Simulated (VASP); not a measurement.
# Converging a slab model of a few sheets of MoS2, part 2 of 5

How far does the level below the vacuum of a few sheets of MoS2 depend on the numerical settings, and how far on the functional?

VASP 6.6.1, plane waves and PAW; the level of theory is named at each step.

So far, highest filled level below the vacuum (eV): step 2 (the base run) 5.48; step 3 (another mesh, mesh points along a 3, k-mesh 3×3×1) 5.49.

### Step 4. Another mesh, mesh points along a 6, k-mesh 6×6×1

Level of this step: PBE, no spin polarisation; plane waves and PAW (S, Mo) (VASP).

The input, INCAR:

```
SYSTEM = MoS2
PREC = Normal
ENCUT = 350
EDIFF = 1E-06
NELM = 120
ISMEAR = 0
SIGMA = 0.05
LREAL = .FALSE.
ALGO = Normal
GGA = PE
NBANDS = 24
LASPH = .TRUE.
LORBIT = 11
LWAVE = .FALSE.
LCHARG = .FALSE.
KPAR = 4
IDIPOL = 3
LDIPOL = .TRUE.
DIPOL = 0.5 0.5 0.5
LVHAR = .TRUE.
LVACPOTAV = .TRUE.
```

The input, POSCAR:

```
MoS2
1.0
    3.1690000000      0.0000000000      0.0000000000
   -1.5845000000      2.7444345050      0.0000000000
    0.0000000000      0.0000000000     24.2922960000
S Mo
4 2
Direct
    0.3333333330      0.6666666670      0.6912601430
    0.3333333330      0.6666666670      0.5624005240
    0.6666666670      0.3333333330      0.4375994760
    0.6666666670      0.3333333330      0.3087398570
    0.6666666670      0.3333333330      0.6268303330
    0.3333333330      0.6666666670      0.3731696670
```

The input, KPOINTS:

```
Automatic mesh
0
Gamma
6 6 1
0 0 0
```

The projector-augmented-wave data sets are S and Mo (PBE family, release 64).

Started as:

```bash
> mpirun -np 4 vasp_std
```

The program printed:

```text
[... set-up lines as in an earlier step ...]
 entering main loop
       N       E                     dE             d eps       ncg     rms          rms(c)
DAV:   1     0.215793830109E+03    0.21579E+03   -0.11761E+04   336   0.891E+02
DAV:   2    -0.242791712600E+02   -0.24007E+03   -0.23183E+03   488   0.217E+02
DAV:   3    -0.459391911536E+02   -0.21660E+02   -0.21462E+02   432   0.744E+01
DAV:   4    -0.466459214768E+02   -0.70673E+00   -0.70416E+00   496   0.146E+01
[...]
DAV:  23    -0.435479737410E+02   -0.13791E-05   -0.52656E-08   224   0.107E-03    0.102E-03
DAV:  24    -0.435479771036E+02   -0.33626E-05   -0.27930E-07   280   0.122E-03    0.505E-04
DAV:  25    -0.435479773192E+02   -0.21560E-06   -0.18609E-08   200   0.527E-04
 [... a notice as in an earlier step ...]

   1 F= -.43547977E+02 E0= -.43547977E+02  d E =-.341051E-12
```

Run time: 11 s. Hardware: 4 MPI ranks of AMD EPYC 7R43, shared host; peak memory 0.57 GiB; 42 s of CPU time.

From OUTCAR (step 4):

```text
  Total        0.9358831      0.9358831      0.8822155      0.0000000      0.0000000     -0.0000000
  in kB        7.0972241      7.0972241      6.6902387      0.0000000      0.0000000     -0.0000000
  external PRESSURE =       6.9615623 kB  Pullay stress =       0.0000000 kB

 POSITION                                       TOTAL-FORCE (eV/Angst)
 -----------------------------------------------------------------------------------
     -0.00000      1.82962     16.79230         0.000000      0.000000      0.068037
     -0.00000      1.82962     13.66200        -0.000000      0.000000      0.043156
      1.58450      0.91481     10.63030         0.000000     -0.000000     -0.043156
      1.58450      0.91481      7.50000         0.000000     -0.000000     -0.068037
      1.58450      0.91481     15.22715        -0.000000      0.000000      0.041375
     -0.00000      1.82962      9.06515        -0.000000     -0.000000     -0.041375
 -----------------------------------------------------------------------------------
    total drift:                                0.000000     -0.000000     -0.000000

  FREE ENERGIE OF THE ION-ELECTRON SYSTEM (eV)
  ---------------------------------------------------
  free  energy   TOTEN  =       -43.5479773192 eV

  energy  without entropy=      -43.5479773192  energy(sigma->0) =      -43.54797732

[... 1 part as in an earlier step ...]

[... 2 further parts left out ...]
[key lines of the parts left out:]
E-fermi :   0.3545
```

Against the base run its depth below the vacuum changes by -0.00 eV and the energy by +0.2 meV an atom.

### Step 5. Another mesh, mesh points along a 12, k-mesh 12×12×1

INCAR is that of step 4.

POSCAR is that of step 4.

The input, KPOINTS:

```
Automatic mesh
0
Gamma
12 12 1
0 0 0
```

Started as:

```bash
> mpirun -np 4 vasp_std
```

The program printed:

```text
[... set-up lines as in an earlier step ...]
 entering main loop
       N       E                     dE             d eps       ncg     rms          rms(c)
DAV:   1     0.208684783393E+03    0.20868E+03   -0.11855E+04   912   0.890E+02
DAV:   2    -0.253821771124E+02   -0.23407E+03   -0.22707E+03  1328   0.220E+02
DAV:   3    -0.460925394996E+02   -0.20710E+02   -0.20517E+02  1224   0.728E+01
DAV:   4    -0.466490735567E+02   -0.55653E+00   -0.55482E+00  1336   0.133E+01
[...]
DAV:  22    -0.435492988824E+02   -0.12043E-04   -0.71048E-07   824   0.247E-03    0.956E-04
DAV:  23    -0.435493013335E+02   -0.24511E-05   -0.13589E-07   680   0.181E-03    0.702E-04
DAV:  24    -0.435493019615E+02   -0.62792E-06   -0.45133E-08   624   0.742E-04
 [... a notice as in an earlier step ...]

   1 F= -.43549302E+02 E0= -.43549302E+02  d E =-.135393E-12
```

Wall time 18 s (4 MPI ranks); peak memory 0.65 GiB.

From OUTCAR (step 5):

```text
  Total        0.9401300      0.9401300      0.8699088      0.0000000      0.0000000      0.0000000
  in kB        7.1294298      7.1294298      6.5969114      0.0000000      0.0000000      0.0000000
  external PRESSURE =       6.9519237 kB  Pullay stress =       0.0000000 kB

 POSITION                                       TOTAL-FORCE (eV/Angst)
 -----------------------------------------------------------------------------------
     -0.00000      1.82962     16.79230         0.000000      0.000000      0.065095
     -0.00000      1.82962     13.66200         0.000000     -0.000000      0.047692
      1.58450      0.91481     10.63030         0.000000      0.000000     -0.047692
      1.58450      0.91481      7.50000        -0.000000      0.000000     -0.065095
      1.58450      0.91481     15.22715        -0.000000      0.000000      0.041562
     -0.00000      1.82962      9.06515        -0.000000      0.000000     -0.041562
 -----------------------------------------------------------------------------------
    total drift:                                0.000000     -0.000000     -0.000000

  FREE ENERGIE OF THE ION-ELECTRON SYSTEM (eV)
  ---------------------------------------------------
  free  energy   TOTEN  =       -43.5493019615 eV

  energy  without entropy=      -43.5493019614  energy(sigma->0) =      -43.54930196

[... 1 part as in an earlier step ...]

[... 2 further parts left out ...]
[key lines of the parts left out:]
E-fermi :   0.3522
```

Against the base run its depth below the vacuum changes by -0.00 eV and the energy by -0.0 meV an atom.

### Step 6. Comparing the runs

Times are for 4 MPI ranks of AMD EPYC 7R43, shared host. The runs compared:

| no. | mesh points along a | highest filled level below the vacuum (eV) | energy at zero smearing (eV) | time | memory (GiB) |
| --- | --- | --- | --- | --- | --- |
| 1 | 3 | 5.492 | -43.59 | 6.8 s | 0.35 |
| 2 | 6 | 5.482 | -43.55 | 11 s | 0.57 |
| 3 | 12 | 5.483 | -43.55 | 18 s | 0.65 |

### Step 7. Another vacuum, vacuum width 5

Too little vacuum lets the faces of neighbouring images overlap, and too much only costs plane waves.

INCAR is that of step 5.

The input, POSCAR:

```
MoS2
1.0
    3.1690000000      0.0000000000      0.0000000000
   -1.5845000000      2.7444345050      0.0000000000
    0.0000000000      0.0000000000     14.2922960135
S Mo
4 2
Direct
    0.3333333330      0.6666666670      0.8250805890
    0.3333333330      0.6666666670      0.6060607755
    0.6666666670      0.3333333330      0.3939392245
    0.6666666670      0.3333333330      0.1749194110
    0.6666666670      0.3333333330      0.7155706814
    0.3333333330      0.6666666670      0.2844293186
```

The input, KPOINTS:

```
Automatic mesh
0
Gamma
9 9 1
0 0 0
```

Started as:

```bash
> mpirun -np 4 vasp_std
```

The program printed:

```text
[... set-up lines as in an earlier step ...]
 entering main loop
       N       E                     dE             d eps       ncg     rms          rms(c)
DAV:   1     0.162085969380E+03    0.16209E+03   -0.12842E+04   576   0.951E+02
DAV:   2    -0.341102781952E+02   -0.19620E+03   -0.18890E+03   824   0.227E+02
DAV:   3    -0.463623731919E+02   -0.12252E+02   -0.12178E+02   760   0.599E+01
DAV:   4    -0.466591843469E+02   -0.29681E+00   -0.29624E+00   800   0.988E+00
DAV:   5    -0.466653117633E+02   -0.61274E-02   -0.61253E-02   760   0.140E+00    0.358E+01
DAV:   6    -0.443660599562E+02    0.22993E+01   -0.17567E+01   720   0.208E+01    0.137E+01
DAV:   7    -0.439714057780E+02    0.39465E+00   -0.86445E+00   744   0.174E+01    0.999E+00
DAV:   8    -0.435542029196E+02    0.41720E+00   -0.12590E+00   776   0.649E+00    0.234E+00
DAV:   9    -0.435561313919E+02   -0.19285E-02   -0.15724E-01   824   0.212E+00    0.692E-01
DAV:  10    -0.435515645426E+02    0.45668E-02   -0.28844E-02   816   0.974E-01    0.279E-01
DAV:  11    -0.435514830561E+02    0.81486E-04   -0.25154E-03   840   0.329E-01    0.675E-02
DAV:  12    -0.435514890387E+02   -0.59826E-05   -0.35094E-04   712   0.107E-01    0.450E-02
DAV:  13    -0.435514972471E+02   -0.82084E-05   -0.16205E-04   728   0.680E-02    0.482E-02
DAV:  14    -0.435514844494E+02    0.12798E-04   -0.37617E-05   808   0.370E-02    0.128E-02
DAV:  15    -0.435514846759E+02   -0.22652E-06   -0.33878E-06   728   0.108E-02
 -----------------------------------------------------------------------------
|                                                                             |
|           W    W    AA    RRRRR   N    N  II  N    N   GGGG   !!!           |
|           W    W   A  A   R    R  NN   N  II  NN   N  G    G  !!!           |
|           W    W  A    A  R    R  N N  N  II  N N  N  G       !!!           |
|           W WW W  AAAAAA  RRRRR   N  N N  II  N  N N  G  GGG   !            |
|           WW  WW  A    A  R   R   N   NN  II  N   NN  G    G                |
|           W    W  A    A  R    R  N    N  II  N    N   GGGG   !!!           |
|                                                                             |
|     The minimum charge density times volume of the cell along the axis      |
|     of the dipole correction is larger 1E-1, which could mean that your     |
|     workfunction is not accurate as there is no field free region in        |
|     your cell. Please consider either increasing the size of your cell      |
|     along the dipole correction (vacuum dimension) or perhaps               |
|     increasing the precision of your calculation.                           |
|                                                                             |
 -----------------------------------------------------------------------------

 [... a notice as in an earlier step ...]

   1 F= -.43551485E+02 E0= -.43551485E+02  d E =-.120230E-15
 -----------------------------------------------------------------------------
|                                                                             |
|           W    W    AA    RRRRR   N    N  II  N    N   GGGG   !!!           |
|           W    W   A  A   R    R  NN   N  II  NN   N  G    G  !!!           |
|           W    W  A    A  R    R  N N  N  II  N N  N  G       !!!           |
|           W WW W  AAAAAA  RRRRR   N  N N  II  N  N N  G  GGG   !            |
|           WW  WW  A    A  R   R   N   NN  II  N   NN  G    G                |
|           W    W  A    A  R    R  N    N  II  N    N   GGGG   !!!           |
|                                                                             |
|     The minimum charge density times volume of the cell along the axis      |
|     of the dipole correction is larger 1E-1, which could mean that your     |
|     workfunction is not accurate as there is no field free region in        |
|     your cell. Please consider either increasing the size of your cell      |
|     along the dipole correction (vacuum dimension) or perhaps               |
|     increasing the precision of your calculation.                           |
|                                                                             |
 -----------------------------------------------------------------------------

 [... a notice as in an earlier step ...]
```

The job ended after 7.8 s (4 MPI ranks; peak memory 0.47 GiB).

OUTCAR, selected parts (step 7):

```text
   ENCUT  =  350.0 eV  25.72 Ry    5.07 a.u.   4.83  4.83 21.80*2*pi/ulx,y,z

   NELECT =      36.0000    total number of electrons

 E-fermi :   4.3327

 k-point     1 :       0.0000    0.0000    0.0000
  band No.  band energies     occupation
    ...
     14       2.1563      2.00000
     15       2.1563      2.00000
     16       2.4365      2.00000
     17       3.3168      2.00000
     18       4.0649      2.00000
     19       6.4117      0.00000
     20       6.4118      0.00000
     21       6.4327      0.00000
     22       6.4328      0.00000
     23       6.6079      0.00000
    ...

  Total        0.9356304      0.9356304      0.8915148      0.0000000      0.0000000      0.0000000
  in kB       12.0597364     12.0597364     11.4911112      0.0000000      0.0000000      0.0000000
  external PRESSURE =      11.8701947 kB  Pullay stress =       0.0000000 kB

 POSITION                                       TOTAL-FORCE (eV/Angst)
 -----------------------------------------------------------------------------------
     -0.00000      1.82962     11.79230         0.000000     -0.000000      0.065887
     -0.00000      1.82962      8.66200        -0.000000     -0.000000      0.048537
      1.58450      0.91481      5.63030         0.000000     -0.000000     -0.048537
      1.58450      0.91481      2.50000        -0.000000      0.000000     -0.065887
      1.58450      0.91481     10.22715        -0.000000     -0.000000      0.041787
     -0.00000      1.82962      4.06515        -0.000000      0.000000     -0.041787
 -----------------------------------------------------------------------------------
    total drift:                                0.000000     -0.000000     -0.000000

  FREE ENERGIE OF THE ION-ELECTRON SYSTEM (eV)
  ---------------------------------------------------
  free  energy   TOTEN  =       -43.5514846759 eV

  energy  without entropy=      -43.5514846759  energy(sigma->0) =      -43.55148468

[... 4 parts as in an earlier step ...]

[... 13 further parts left out ...]
```

This step gave:

| Quantity | Value |
| --- | --- |
| electronic cycles | 15 |
| Fermi energy | 4.333 eV |
| gap on the k-mesh | 1.264 eV |
| least direct gap on the k-mesh | 1.686 eV |

Force by atom:

| atom | x (eV/Å) | y (eV/Å) | z (eV/Å) | size |
| --- | --- | --- | --- | --- |
| S1 | 0.0000 | 0.0000 | 0.0659 | 0.0659 |
| S2 | 0.0000 | 0.0000 | 0.0485 | 0.0485 |
| S3 | 0.0000 | 0.0000 | -0.0485 | 0.0485 |
| S4 | 0.0000 | 0.0000 | -0.0659 | 0.0659 |
| Mo5 | 0.0000 | 0.0000 | 0.0418 | 0.0418 |
| Mo6 | 0.0000 | 0.0000 | -0.0418 | 0.0418 |

The program found no flat vacuum in this gap and printed no vacuum level, so no level below the vacuum can be given.

### Step 8. Another vacuum, vacuum width 8

INCAR is that of step 7.

The input, POSCAR:

```
MoS2
1.0
    3.1690000000      0.0000000000      0.0000000000
   -1.5845000000      2.7444345050      0.0000000000
    0.0000000000      0.0000000000     17.2922960135
S Mo
4 2
Direct
    0.3333333330      0.6666666670      0.7686831178
    0.3333333330      0.6666666670      0.5876605396
    0.6666666670      0.3333333330      0.4123394604
    0.6666666670      0.3333333330      0.2313168822
    0.6666666670      0.3333333330      0.6781718280
    0.3333333330      0.6666666670      0.3218281720
```

KPOINTS is that of step 7.

Started as:

```bash
> mpirun -np 4 vasp_std
```

The program printed:

```text
[... set-up lines as in an earlier step ...]
 entering main loop
       N       E                     dE             d eps       ncg     rms          rms(c)
DAV:   1     0.179110146640E+03    0.17911E+03   -0.12542E+04   576   0.929E+02
DAV:   2    -0.311028004405E+02   -0.21021E+03   -0.20374E+03   808   0.225E+02
DAV:   3    -0.462112049000E+02   -0.15108E+02   -0.14984E+02   768   0.651E+01
DAV:   4    -0.466523258560E+02   -0.44112E+00   -0.44003E+00   832   0.118E+01
[...]
DAV:  17    -0.435499689497E+02   -0.25101E-05   -0.10024E-05   816   0.178E-02    0.316E-03
DAV:  18    -0.435499705645E+02   -0.16147E-05   -0.78559E-07   488   0.542E-03    0.192E-03
DAV:  19    -0.435499715325E+02   -0.96806E-06   -0.29956E-07   488   0.266E-03
 [... a notice as in an earlier step ...]

   1 F= -.43549972E+02 E0= -.43549972E+02  d E =-.603025E-15
```

The job ended after 9 s (4 MPI ranks; peak memory 0.52 GiB; 33 s of CPU time).

OUTCAR, selected parts (step 8):

```text
  Total        0.9382429      0.9382429      0.8695093      0.0000000      0.0000000      0.0000000
  in kB        9.9953519      9.9953519      9.2631148      0.0000000      0.0000000      0.0000000
  external PRESSURE =       9.7512729 kB  Pullay stress =       0.0000000 kB

 POSITION                                       TOTAL-FORCE (eV/Angst)
 -----------------------------------------------------------------------------------
     -0.00000      1.82962     13.29230         0.000000     -0.000000      0.065005
     -0.00000      1.82962     10.16200         0.000000      0.000000      0.047297
      1.58450      0.91481      7.13030        -0.000000     -0.000000     -0.047297
      1.58450      0.91481      4.00000        -0.000000      0.000000     -0.065005
      1.58450      0.91481     11.72715        -0.000000      0.000000      0.041597
     -0.00000      1.82962      5.56515         0.000000     -0.000000     -0.041597
 -----------------------------------------------------------------------------------
    total drift:                                0.000000      0.000000     -0.000000

  FREE ENERGIE OF THE ION-ELECTRON SYSTEM (eV)
  ---------------------------------------------------
  free  energy   TOTEN  =       -43.5499715325 eV

  energy  without entropy=      -43.5499715325  energy(sigma->0) =      -43.54997153

[... 1 part as in an earlier step ...]

[... 2 further parts left out ...]
[key lines of the parts left out:]
E-fermi :   2.6525
```

Against the base run its depth below the vacuum changes by -0.02 eV and the energy by -0.1 meV an atom.

### Step 9. Another vacuum, vacuum width 24

INCAR is that of step 8.

The input, POSCAR:

```
MoS2
1.0
    3.1690000000      0.0000000000      0.0000000000
   -1.5845000000      2.7444345050      0.0000000000
    0.0000000000      0.0000000000     33.2922960135
S Mo
4 2
Direct
    0.3333333330      0.6666666670      0.6395562506
    0.3333333330      0.6666666670      0.5455316149
    0.6666666670      0.3333333330      0.4544683851
    0.6666666670      0.3333333330      0.3604437494
    0.6666666670      0.3333333330      0.5925439324
    0.3333333330      0.6666666670      0.4074560676
```

KPOINTS is that of step 8.

Started as:

```bash
> mpirun -np 4 vasp_std
```

The program printed:

```text
[... set-up lines as in an earlier step ...]
 entering main loop
       N       E                     dE             d eps       ncg     rms          rms(c)
DAV:   1     0.239003441921E+03    0.23900E+03   -0.11148E+04   576   0.858E+02
DAV:   2    -0.196569501493E+02   -0.25866E+03   -0.25141E+03   904   0.209E+02
DAV:   3    -0.459479161293E+02   -0.26291E+02   -0.26062E+02   752   0.785E+01
DAV:   4    -0.466454616077E+02   -0.69755E+00   -0.69571E+00   824   0.148E+01
[...]
DAV:  23    -0.435484661145E+02   -0.45476E-05   -0.94394E-08   408   0.121E-03    0.553E-04
DAV:  24    -0.435484697193E+02   -0.36048E-05   -0.16770E-07   464   0.119E-03    0.264E-04
DAV:  25    -0.435484702747E+02   -0.55536E-06   -0.18422E-08   384   0.510E-04
 [... a notice as in an earlier step ...]

   1 F= -.43548470E+02 E0= -.43548470E+02  d E =-.660413E-15
```

Run time: 20 s. Hardware: 4 MPI ranks; peak memory 0.74 GiB.

OUTCAR, selected parts (step 9):

```text
  Total        0.9406300      0.9406300      0.8687682      0.0000000      0.0000000      0.0000000
  in kB        5.2048782      5.2048782      4.8072381      0.0000000      0.0000000      0.0000000
  external PRESSURE =       5.0723315 kB  Pullay stress =       0.0000000 kB

 POSITION                                       TOTAL-FORCE (eV/Angst)
 -----------------------------------------------------------------------------------
     -0.00000      1.82962     21.29230        -0.000000      0.000000      0.063780
     -0.00000      1.82962     18.16200         0.000000      0.000000      0.047086
      1.58450      0.91481     15.13030        -0.000000     -0.000000     -0.047086
      1.58450      0.91481     12.00000         0.000000      0.000000     -0.063780
      1.58450      0.91481     19.72715        -0.000000      0.000000      0.041368
     -0.00000      1.82962     13.56515        -0.000000      0.000000     -0.041368
 -----------------------------------------------------------------------------------
    total drift:                                0.000000     -0.000000      0.000000

  FREE ENERGIE OF THE ION-ELECTRON SYSTEM (eV)
  ---------------------------------------------------
  free  energy   TOTEN  =       -43.5484702747 eV

  energy  without entropy=      -43.5484702747  energy(sigma->0) =      -43.54847027

[... 1 part as in an earlier step ...]

[... 2 further parts left out ...]
[key lines of the parts left out:]
E-fermi :  -1.1335
```

Against the base run its depth below the vacuum changes by +0.00 eV and the energy by +0.1 meV an atom.

### Step 10. The series together

Times are for 4 MPI ranks of AMD EPYC 7R43, shared host. The series side by side:

| no. | vacuum width | electronic cycles | free energy (TOTEN) (eV) | gap on the k-mesh (eV) | time | memory (GiB) |
| --- | --- | --- | --- | --- | --- | --- |
| 1 | 5 | 15 | -43.55 | 1.264 | 7.8 s | 0.47 |
| 2 | 8 | 19 | -43.55 | 1.284 | 9 s | 0.52 |
| 3 | 24 | 25 | -43.55 | 1.285 | 20 s | 0.74 |

[end of part 2 of 5]

[Lines on the potential files, build, host, timing and source positions are cut from VASP's logs without a mark.]

[Logs are printed without paths, hosts, clocks, repeated set-up lines and the standing remarks that a program may print on its own settings, such as how far it seeks lower states.]

[Hosts, paths, dates, database ids (printed as entryN), source tags and the programs' standing remarks are cut or masked in the printed files.]

[In band tables of VASP the shares of atoms and orbitals are scaled to a sum of 1 inside the atoms' spheres.]

[Runs that stopped without an error message from VASP are left out.]
